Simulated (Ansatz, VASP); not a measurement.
## One calculation of TiN (Osbornite), two programs

INCAR

```
SYSTEM = TiN
ALGO = Normal ; EDIFF = 1E-7
EDIFFG = -0.005 ; ENCUT = 600
GGA = PS ; IBRION = 2
ISIF = 3 ; ISMEAR = 0
LASPH = .TRUE. ; LCHARG = .FALSE.
LREAL = .FALSE. ; LWAVE = .FALSE.
NELM = 80 ; NSW = 100
PREC = Accurate ; SIGMA = 0.1
```

KPOINTS

```
k-points
0
G
  18 18 18
  0 0 0
```

The input POSCAR:

```
TiN
1.0
    0.0000000000      2.1190000000      2.1190000000
    2.1190000000      0.0000000000      2.1190000000
    2.1190000000      2.1190000000      0.0000000000
Ti N
1 1
Direct
    0.0000000000      0.0000000000      0.0000000000
    0.5000000000      0.5000000000      0.5000000000
```

Input for Ansatz:

```yaml
crystal:
  lattice:
    - [0.0, 2.119, 2.119]
    - [2.119, 0.0, 2.119]
    - [2.119, 2.119, 0.0]
  atoms:
    - { symbol: Ti, position: [0.0, 0.0, 0.0] }
    - { symbol: "N", position: [0.5, 0.5, 0.5] }
basis:
  ecutwfc: 420
kpoints:
  mp_grid: { grid: [18, 18, 18] }
hamiltonian:
  xc: pbesol
scf:
  occupations: { method: gaussian, width: 0.1 }
output:
  forces: true
  stress: true
  eigenvalues: true
relax:
  adjacent_minimum: "off"
  f_tol: 0.005
  max_steps: 80
  cell: { stress_tol: 0.05 }
```

Alike in both runs: task relaxation of cell and atoms; functional PBEsol; k mesh 18 × 18 × 18; occupations gaussian, width 0.1 eV; no spin polarisation.

```csv
,VASP,Ansatz
version,VASP 6.6.1,Ansatz 0.2.0
potentials or method,"VASP PAW PBE potentials, release 64 (Ti_sv, N)","scalar-relativistic, plane waves, PAW"
plane-wave cutoff (eV),600,420
valence electrons in the cell,17,17
```

|  | VASP | Ansatz | Ansatz less VASP |
| --- | --- | --- | --- |
| gap on the k mesh at the Fermi level, each at its own relaxed structure (eV) | none | none | - |
| relaxed volume (Å³/atom) | 9.30 | 9.29 | -0.013 |
| relaxed cell length with the largest relative difference (Å) | 2.974 | 2.973 | -0.0014 |
| energy change over the relaxation (meV/atom) | -5 | -5 | -0.5 |

A gap of «none» marks a metal or a gap that the smearing closes.

Caveats: the PAW data sets were made with another functional, which shifts forces and pressure a little (VASP).
